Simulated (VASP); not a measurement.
# Ag (Im-3m) in VASP: a series of runs

One crystal, Ag, is run at these levels: r2SCAN; tasks: single point.

Everything below comes from runs of VASP 6.6.1. Logs are shortened: lines on timing, memory, paths and dates and some standing lists are left out, and cuts for length are marked.

**1. Starting point**

Symmetry: Im-3m, No. 229, cubic system. The conventional cell has a = 3.311 Å, b = 3.311 Å, c = 3.311 Å, α = 90.00°, β = 90.00°, γ = 90.00°. Around Ag (site symmetry m-3m) lie 8 Ag at 2.87 Å.

This isn't the form of Ag at room conditions, which is fcc.

**2. Single point, r2SCAN**

INCAR

```
SYSTEM = Ag
PREC     = Accurate       ! precision mode
ENCUT    = 450            ! plane-wave cutoff, eV
EDIFF    = 1E-6           ! SCF threshold, eV
ISMEAR   = 1              ! smearing method
SIGMA    = 0.1            ! smearing width, eV
LREAL    = .False.        ! projectors in reciprocal space
LASPH    = .False.        ! aspherical terms in the spheres
NELM     = 100            ! most SCF steps
ALGO     = Normal         ! electronic algorithm
ISIF     = 2              ! what is computed and relaxed
LWAVE    = .False.        ! write WAVECAR
LCHARG   = .False.        ! write CHGCAR
METAGGA  = R2SCAN         ! meta-GGA
LMIXTAU  = .True.       
ADDGRID  = .False.
```

KPOINTS

```
regular mesh
0
Gamma
  10 10 10
  0 0 0
```

POSCAR

```
Ag
1.0
   -1.6556540000      1.6556540000      1.6556540000
    1.6556540000     -1.6556540000      1.6556540000
    1.6556540000      1.6556540000     -1.6556540000
Ag
1
Direct
    0.0000000000      0.0000000000      0.0000000000
```

Potentials or basis: VASP PAW PBE potentials, release 64 (Ag).

Launch:

```console
$ cat potpaw_PBE.64/Ag/POTCAR > POTCAR
$ mpirun -np 1 vasp_std > vasp.out
```

OUTCAR:

```text
SYSTEM = Ag
   PREC = Accurate
   ENCUT = 450
   EDIFF = 1E-6
   ISMEAR = 1
   LREAL = .False.
   LASPH = .False.
   NELM = 100
   ISIF = 2
   METAGGA = R2SCAN
     LASPH = .TRUE.)

 Found     47 irreducible k-points:

 Following reciprocal coordinates:
            Coordinates               Weight
  0.000000  0.000000  0.000000      1.000000
  0.100000  0.000000  0.000000     12.000000
  0.200000  0.000000  0.000000     12.000000
  0.300000  0.000000  0.000000     12.000000
  0.400000  0.000000  0.000000     12.000000
  0.500000  0.000000  0.000000      6.000000
   k-points           NKPTS =     47   k-points in BZ     NKDIM =     47   number of bands    NBANDS=      9
   number of dos      NEDOS =    301   number of ions     NIONS =      1
   total plane-waves  NPLWV =   8000
   dimension x,y,z NGX =    20 NGY =   20 NGZ =   20
   dimension x,y,z NGXF=    40 NGYF=   40 NGZF=   40
   ions per type =               1
   NGX,Y,Z   is equivalent  to a cutoff of  11.59, 11.59, 11.59 a.u.
   NGXF,Y,Z  is equivalent  to a cutoff of  23.19, 23.19, 23.19 a.u.
 SYSTEM =  Ag
   PREC   = accura    normal or accurate (medium, high low for compatibility)
   ISTART =      0    job   : 0-new  1-cont  2-samecut
   ICHARG =      2    charge: 1-file 2-atom 10-const
   ISPIN  =      1    spin polarized calculation?
   LNONCOLLINEAR =      F non collinear calculations
   LSORBIT =      F    spin-orbit coupling
   LASPH  =      F    aspherical Exc in radial PAW
   ENCUT  =  450.0 eV  33.07 Ry    5.75 a.u.   4.96  4.96  4.96*2*pi/ulx,y,z
   NELM   =    100;   NELMIN=  2; NELMDL= -5     # of ELM steps
   EDIFF  = 0.1E-05   stopping-criterion for ELM
   LREAL  =      F    real-space projection
   EDIFFG = 0.1E-04   stopping-criterion for IOM
   NSW    =      0    number of steps for IOM
   IBRION =     -1    ionic relax: 0-MD 1-quasi-New 2-CG
   NFREE  =      0    steps in history (QN), initial steepest desc. (CG)
   ISIF   =      2    stress and relaxation
   ISYM   =      2    0-nonsym 1-usesym 2-fastsym
   POTIM  = 0.5000    time-step for ionic-motion
   TEBEG  =    0.0;   TEEND  =   0.0 temperature during run
   PSTRESS=    0.0 pullay stress
   NELECT =      11.0000    total number of electrons
   NUPDOWN=      -1.0000    fix difference up-down
   EMIN   =  10.00;   EMAX   =-10.00  energy-range for DOS
   EFERMI =   0.00;   METHOD = LEGACY
   ISMEAR =     1;   SIGMA  =   0.10  broadening in eV -4-tet -1-fermi 0-gaus
   EFERMI_NEDOS =   21; number of points for ismear=-14 and -15
   IALGO  =     38    algorithm
   IMIX   =      4    mixing-type and parameters
     AMIX     =   0.40;   BMIX     =  1.00
     AMIX_MAG =   1.60;   BMIX_MAG =  1.00
  volume/ion in A,a.u.               =      18.15       122.51
  Fermi-wavevector in a.u.,A,eV,Ry     =   1.385318  2.617871 26.111022  1.919106
  Thomas-Fermi vector in A             =   2.509739
   LORBIT       =      0    0 simple, 1 ext, 2 COOP (PROOUT), +10 PAW based schemes
   METAGGA = R2SCAN    functional components
   LHFCALC =     F    Hartree Fock is set to
   AEXX    =    0.0000 exact exchange contribution
   IVDW    =     0    specifies the selected vdW correction
   LEPSILON=     F    determine dielectric tensor
   LRPA    =     F    only Hartree local field effects (RPA)
 non-spin polarized calculation
 Methfessel and Paxton  Order N= 1 SIGMA  =   0.10
  energy-cutoff  :      450.00
  volume of cell :       18.15
 maximum number of plane-waves:       410
   NGX =  9   NGY =  9   NGZ =  9

 number of electron      11.0000011 magnetization

 Free energy of the ion-electron system (eV)
  ---------------------------------------------------
  ext. energy  EPLUGINS =         0.00000000
  ---------------------------------------------------
  free energy    TOTEN  =       -21.28620217 eV

  energy without entropy =      -21.28543000  energy(sigma->0) =      -21.28594478

 E-fermi :   7.7557     XC(G=0): -12.5318

 val. band max:        7.6337024690   @ k =  -0.3000   0.4000   0.2000
 cond. band min:       7.7632319715   @ k =   0.5000   0.0000   0.0000
 fundamental gap:      0.1295295025
 Fermi energy:         7.7557134431

 k-point     1 :       0.0000    0.0000    0.0000
  band No.  band energies     occupation
      1       0.1182      2.00000
      2       2.5646      2.00000
      3       2.5646      2.00000
      4       2.5646      2.00000
      5       3.8012      2.00000
      6       3.8012      2.00000
      7      26.0624      0.00000
      8      26.0625      0.00000
      9      26.0625      0.00000

 k-point     2 :       0.1000    0.0000    0.0000
  band No.  band energies     occupation
      1       0.4368      2.00000
      2       2.4922      2.00000
      3       2.5811      2.00000
      4       2.7390      2.00000
      5       3.7279      2.00000
      6       3.8065      2.00000
      7      24.9871      0.00000
      8      25.8357      0.00000
      9      26.2288      0.00000

 k-point     3 :       0.2000    0.0000    0.0000
  band No.  band energies     occupation
      1       1.1953      2.00000
      2       2.3073      2.00000
      3       2.7581      2.00000
      4       3.2204      2.00000
      5       3.6229      2.00000
      6       3.8248      2.00000
      7      21.6108      0.00000
      8      24.4804      0.00000
      9      26.6295      0.00000

 k-point     4 :       0.3000    0.0000    0.0000
  band No.  band energies     occupation
      1       1.4914      2.00000
      2       2.0872      2.00000
      3       3.6327      2.00000
      4       3.8567      2.00000
      5       3.8760      2.00000
      6       3.9260      2.00000
      7      17.5319      0.00000
      8      22.8080      0.00000
      9      24.5161      0.00000

 k-point     5 :       0.4000    0.0000    0.0000
  band No.  band energies     occupation
      1       1.3368      2.00000
      2       1.9156      2.00000
      3       3.7077      2.00000
      4       3.8903      2.00000
      5       4.4699      2.00000
      6       6.0750      2.00000
      7      13.7466      0.00000
      8      21.6559      0.00000
      9      22.7561      0.00000

 k-point     6 :       0.5000    0.0000    0.0000
  band No.  band energies     occupation
      1       1.2478      2.00000
      2       1.8514      2.00000
      3       3.7458      2.00000
      4       3.9051      2.00000
      5       4.7157      2.00000
      6       7.7632      0.87314
      7      11.5209      0.00000
      8      21.2530      0.00000
      9      22.1133      0.00000

 [... further k-points ...]

------------------------ aborting loop because EDIFF is reached ----------------------------------------

  FORCE on cell =-STRESS in cart. coord.  units (eV):
  Direction    XX          YY          ZZ          XY          YZ          ZX
  --------------------------------------------------------------------------------------
  -------------------------------------------------------------------------------------
  Total       -0.3521479     -0.3521479     -0.3521479      0.0000000     -0.0000000      0.0000000
  in kB      -31.0789922    -31.0789922    -31.0789922      0.0000000     -0.0000000      0.0000000
  external PRESSURE =     -31.0789922 kB  Pullay stress =       0.0000000 kB

 VOLUME and BASIS-vectors are now :
 -----------------------------------------------------------------------------
  energy-cutoff  :      450.00
  volume of cell :       18.15
      direct lattice vectors                 reciprocal lattice vectors
    -1.655654000  1.655654000  1.655654000     0.000000000  0.301995465  0.301995465
     1.655654000 -1.655654000  1.655654000     0.301995465  0.000000000  0.301995465
     1.655654000  1.655654000 -1.655654000     0.301995465  0.301995465  0.000000000

 POSITION                                       TOTAL-FORCE (eV/Angst)
 -----------------------------------------------------------------------------------
      0.00000      0.00000      0.00000         0.000000      0.000000     -0.000000
 -----------------------------------------------------------------------------------
    total drift:                                0.000000      0.000000      0.000000

  FREE ENERGIE OF THE ION-ELECTRON SYSTEM (eV)
  ---------------------------------------------------
  free  energy   TOTEN  =       -21.2862021705 eV

  energy  without entropy=      -21.2854299963  energy(sigma->0) =      -21.28594478
```

Run time: 11 s. Hardware: 1 thread of Intel Xeon 6975P-C (Granite Rapids), shared host; peak memory 0.12 GiB.

The run converged, but some of its settings lie outside the range that counts as converged, so its numbers aren't taken as properties of the crystal.

What came out:

| Quantity | Value |
| --- | --- |
| Free energy | -21.2862 eV |
| Pressure | -3.1 GPa |
| Band gap on the k mesh | none (metal or under the smearing width) |

Caveat: the PAW data sets were made with another functional, which shifts forces and pressure a little.

**3. Single point, r2SCAN**

INCAR

```
SYSTEM = Ag
PREC     = Normal         ! precision mode
ENCUT    = 450            ! plane-wave cutoff, eV
EDIFF    = 1E-4           ! SCF threshold, eV
ISMEAR   = 1              ! smearing method
SIGMA    = 0.1            ! smearing width, eV
LREAL    = Auto         
LASPH    = .True.         ! aspherical terms in the spheres
NELM     = 100            ! most SCF steps
ALGO     = Normal         ! electronic algorithm
ISIF     = 2              ! what is computed and relaxed
LWAVE    = .False.        ! write WAVECAR
LCHARG   = .False.        ! write CHGCAR
METAGGA  = R2SCAN         ! meta-GGA
LMIXTAU  = .True.       
ADDGRID  = .False.
```

KPOINTS is that of step 2.

POSCAR is that of step 2.

Potentials or basis: VASP PAW PBE potentials, release 64 (Ag).

Launch:

```console
$ cat potpaw_PBE.64/Ag/POTCAR > POTCAR
$ mpirun -np 1 vasp_std > vasp.out
```

It took 5.6 s on 1 thread of Intel Xeon 6975P-C (Granite Rapids), shared host; peak memory 0.11 GiB.

These settings aren't checked as converged: the numbers below hold their error.

What came out:

```yaml
Free_energy: -21.2860 eV
Pressure: -2.0 GPa
Band_gap_on_the_k_mesh: none (metal or under the smearing width)
```

Caveat: the PAW data sets were made with another functional, which shifts forces and pressure a little.
